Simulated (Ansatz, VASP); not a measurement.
**InAs in two plane-wave programs**

One calculation is typed for both programs; each brings its own data sets and cutoff. How far apart do they land? The cell is taken from a series of VASP runs on this material, whose earlier steps may have relaxed, scaled or displaced it; both programs get it as it stands.

Program: Ansatz 0.2.0. Level of theory: plane waves, with VASP 6.6.1 beside it; relaxation of cell and atoms at r2SCAN with rVV10. Results are calculated unless marked as measured.

## (1) Set-up

Symmetry: F-43m, No. 216, cubic system. The conventional cell has a = 6.087 Å, b = 6.087 Å, c = 6.087 Å, α = 90.00°, β = 90.00°, γ = 90.00°. Nearest to In lie 4 As at 2.64 Å. As has 4 In at 2.64 Å nearest. Farther neighbours are not listed.

## (2) Ansatz: relaxation of cell and atoms, r2SCAN with rVV10

Ansatz runs on its default PAW (the set named soft_2) files.

The relaxed volume is the usual yardstick between codes: its relative difference is about their pressure difference at one cell divided by the bulk modulus.

The input, input.yaml:

```yaml
crystal:
  lattice:
    - [0.0, 3.043566768, 3.043566768]
    - [3.043566768, 0.0, 3.043566768]
    - [3.043566768, 3.043566768, 0.0]
  atoms:
    - { symbol: In, position: [0.0, 0.0, 0.0] }
    - { symbol: As, position: [0.75, 0.75, 0.75] }
hamiltonian:
  xc: r2scan
  pseudopotentials: { kind: paw }
  dispersion: rvv10
kpoints:
  mp_grid: { grid: [10, 10, 10] }
scf:
  occupations: { method: gaussian, width: 0.05 }
relax:
  f_tol: 0.01
  max_steps: 60
  cell: { stress_tol: 0.05 }
output:
  forces: true
  stress: true
```

Command:

```sh
$ ansatz run input.yaml --threads 4 --pin off --max-ram 9216MiB --backend cpu --events-out ev --progress --plain --runs-dir out
```

Numbers of over 12 decimals in the logs are rounded to 6 here.

Log:

```text
Engine: ansatz 0.2.0, aarch64-unknown-linux-gnu
Pseudopotentials: kind: paw
Pseudopotential: In, paw, valence charge 13, recommended cutoff 500 eV (meta_gga), In.paw.azcp
Pseudopotential: As, paw, valence charge 15, recommended cutoff 500 eV (meta_gga), As.paw.azcp
Functional definition: r2SCAN+rVV10
  parameter k0 = 0.174
  parameter k1 = 0.065
  parameter a1 = 4.9479
  exchange = r2scan_x(k0 = k0, k1 = k1, a1 = a1)
  correlation = r2scan_c + rvv10(11.95, 0.0093)
Crystal: 2 atoms, lattice volume = 56.387 Å³
Basis set: ecut = 500 eV, 1459 PW (Γ), exchange–correlation on 144×144×144 points (64 copies of the dense FFT grid, shifted against one another)
Bands: 18, of which v1, the nominal top of the filled ones, is band 14 counted from 1 (13 counted from 0)
Symmetry: 24 space group operations
Space group: F-43m (ITA 216), of the structure as read, at distance tolerance 3.8e-5 Å
k-points: 47 of 1000 (time reversal used)
Non-local potential: In, projectors of the file, l = 0: 2, l = 1: 2, l = 2: 2, l = 3: 2
Non-local potential: As, projectors of the file, l = 0: 2, l = 1: 2, l = 2: 3, l = 3: 1
PAW form: soft (Blöchl's): semilocal exchange-correlation on the pseudo side does not see the compensation charge
rVV10 density: all electrons in the spheres
PAW frozen core: In, regenerated for the run's functional (the file was generated under x = pbe(κ = 0.804, μ = 0.219515), c = pbe(β = 0.066725))
PAW frozen core: As, regenerated for the run's functional (the file was generated under x = pbe(κ = 0.804, μ = 0.219515), c = pbe(β = 0.066725))
PAW one-centre angular grid: In, 590 points (default); XC on 289 of its mesh's 2783 points in the sphere
PAW one-centre angular grid: As, 590 points (default); XC on 160 Gauss nodes
Initial density: superposition of atomic densities (neutral atoms: chi_scale 0, normalization atom), corrected by the library's trained network
Initial wavefunctions: pseudopotential atomic-orbital guess
Functional: x = r2scan, c = r2scan + rvv10(b = 11.95, C = 0.0093); τ floored in thin density (d = 2e-4 eV/Å³)
SCF iter   1: F=—  HF=-10473.989591 eV  |F-HF|=—  |Δ(HF+E_count)|=         —  Δρ=5.78e-3  dr2=1.14e-2  dr2_τ=7.59e-3  ethr=1.77e-3  ⟨swp⟩=6.0  Hψ=4271  notcnv=0
preconditioner: auto → none  [insulator: Δε(μ)=0.067 eV  Ē_g=15.393 eV  σ=0.050 eV  W_gap=0.62  n_scr=14 (ndim 8)  ℏωp=21.0 eV  f_vac=0.108  D(μ)=0.05/eV (n_scr^D=0)  ε∞_Penn≈2.9]
SCF iter   2: F=—  HF=-10473.996195 eV  |F-HF|=—  |Δ(HF+E_count)|=   6.60e-3  Δρ=1.74e-3  dr2=1.52e-3  dr2_τ=5.94e-5  ethr=4.08e-5  ⟨swp⟩=2.0  Hψ=2068  notcnv=0
SCF iter   3: F=—  HF=-10473.996383 eV  |F-HF|=—  |Δ(HF+E_count)|=   1.88e-4  Δρ=7.27e-4  dr2=1.76e-4  dr2_τ=3.86e-6  ethr=5.42e-6  ⟨swp⟩=2.0  Hψ=1135  notcnv=0
SCF iter   4: F=—  HF=-10473.996425 eV  |F-HF|=—  |Δ(HF+E_count)|=   4.22e-5  Δρ=7.62e-5  dr2=2.10e-6  dr2_τ=7.38e-8  ethr=6.27e-7  ⟨swp⟩=2.0  Hψ=1227  notcnv=0
SCF iter   5: F=—  HF=-10473.996427 eV  |F-HF|=—  |Δ(HF+E_count)|=   1.68e-6  Δρ=3.01e-5  dr2=4.52e-7  dr2_τ=1.21e-8  ethr=7.49e-9  ⟨swp⟩=2.0  Hψ=1505  notcnv=0
SCF iter   6: F=-10473.996427 eV  HF=-10473.996427 eV  |F-HF|=9.24e-9  |Δ(HF+E_count)|=   1.83e-8  Δρ=5.77e-6  dr2=1.13e-8  dr2_τ=3.63e-10  ethr=3.57e-10  ⟨swp⟩=5.0  Hψ=3081  notcnv=0
SCF 1 converged in 6 iterations: F = -10473.996427 eV  dr2 = 1.13e-8
  greatest PAW one-centre occupation: 0.999 electrons in one spin orbital (limit 2), on the As atom at site 1 (counted from 0), in its partial waves of l = 2
relax step   1: F+E_penalty+E_count = -10473.99642693 eV  Δ(F+E_penalty+E_count) = +0.000e0 eV  max|allowed force component| = 1.266e-16 eV/Å  Δτ_max = 0.0000 Å  P = -0.142 GPa  Ω = 56.387 Å³  (6 SCF iters, dr2 threshold 1.00e-7 eV, accepted)
[...]
relax step   2: F+E_penalty+E_count = -10473.99649221 eV  Δ(F+E_penalty+E_count) = -6.528e-5 eV  max|allowed force component| = 1.568e-17 eV/Å  Δτ_max = 0.0000 Å  P = +0.067 GPa  Ω = 56.190 Å³  energy of the carried Pulay correction = +1.814e-5 eV  (4 SCF iters, dr2 threshold 5.07e-8 eV, accepted)
[...]
relax step   3: F+E_penalty+E_count = -10473.99649936 eV  Δ(F+E_penalty+E_count) = -7.144e-6 eV  max|allowed force component| = 2.494e-17 eV/Å  Δτ_max = 0.0000 Å  P = -0.000 GPa  Ω = 56.253 Å³  energy of the carried Pulay correction = +1.236e-5 eV  (4 SCF iters, dr2 threshold 1.11e-8 eV, accepted)
[...]
relax step   4: F+E_penalty+E_count = -10473.99648600 eV  Δ(F+E_penalty+E_count) = +1.335e-5 eV  max|allowed force component| = 2.602e-17 eV/Å  Δτ_max = 0.0000 Å  P = -0.001 GPa  Ω = 56.253 Å³  stress off target by 7.05e-4 GPa  SCF on the basis re-selected at this cell (its energy is not comparable with the rows above)  (4 SCF iters)
basis re-selected at this cell: Δ(F+E_penalty+E_count) = +1.335e-5 eV, ΔP = -0.000 GPa vs the last step (what re-selecting the basis moved, of the pressure what is left beyond the Pulay correction that the steps carried, after the strain that the cell walked since its last selection, with what the two solves' SCF thresholds leave and, on support functions, any second-order correction that the steps lacked; it is no m [...]
SCF converged after 4 iterations
Free energy (F): -10473.996486 eV
Harris-Foulkes:  -10473.996486 eV  (|F-HF|=7.28e-12)
Internal energy: -10473.996468 eV  (E = F + TS)
E sigma→0 (E₀):  -10473.996477 eV
Entropy (-TS):   -0.000018 eV (-0.009 meV/atom)
Fermi energy:    7.437921 eV
--- Per-component energies (eV) ---
  E_band       = -336.379669
  E_kinetic    = 346.152252
  E_local      = -3300.657354  (includes V_loc(G=0)·N_el)
  E_nonlocal   = -302.088263
  E_hartree    = 1596.337784
  E_xc         = -271.617020
  E_vxc        = -189.931800  (∫ρ·V_xc dr)
  E_paw        = -6033.074334  (= ΣΔE_a)
  E_vpaw       = -94.282245  (= ΣTr[D̂ρ^β])
  E_aug_tail   = 0.000003  (compensation charges beyond the density's cutoff)
  E_vtau       = 11.752144  (kinetic-family band-sum trace: ∫τ·v_τ [+ j·A + Jᵃ·Aᵃ] dr)
  E_ewald      = -2508.557676
  E_core_change = -0.491862  (= ΣΔE_core)
  E_smearing   = -0.000018  (= −TS)
  E_closure    = 0.000000  (closes the sum)
  Σ components = -10473.996486   (vs F -10473.996486, Δ=0.00e0)
--- Forces (eV/Å), atoms counted from 1 ---
  atom   1  In    -0.00000000     0.00000000     0.00000000
  atom   2  As     0.00000000     0.00000000     0.00000000
  max |Σ_I F_I| component: 4.05e-17 eV/Å
--- Stress (GPa, compression-positive) ---
       -0.000705      -0.000000      -0.000000
       -0.000000      -0.000705       0.000000
       -0.000000       0.000000      -0.000705
  P = ⅓ Tr σ = -0.0007 GPa (-0.007 kbar)
--- Relaxed structure (3 steps of the walk, 3 accepted, 1 SCFs on fresh bases) ---
  F+E_penalty+E_count = -10473.99648600 eV   max|allowed force component| = 2.602e-17 eV/Å   (the final SCF, on the basis selected at the relaxed cell)
  cell:  # Å, volume = 56.2527 Å³
    - [0, 3.041149, 3.041149]
    - [3.041149, 0, 3.041149]
    - [3.041149, 3.041149, 0]
  atoms:
    - { symbol: In, position: [0, 0, 0] }
    - { symbol: As, position: [0.75, 0.75, 0.75] }
```

It took 15 s on 4 threads of Arm Neoverse V1, shared host; peak memory 0.63 GiB.

(Part 1 of 2 ends here.)

[Lines on the potential files, build, host, timing and source positions are cut from VASP's logs without a mark.]

[Logs are printed without paths, hosts, clocks, repeated set-up lines and the standing remarks that a program may print on its own settings, such as how far it seeks lower states.]

[Hosts, paths, dates, database ids (printed as entryN), source tags and the programs' standing remarks are cut or masked in the printed files.]
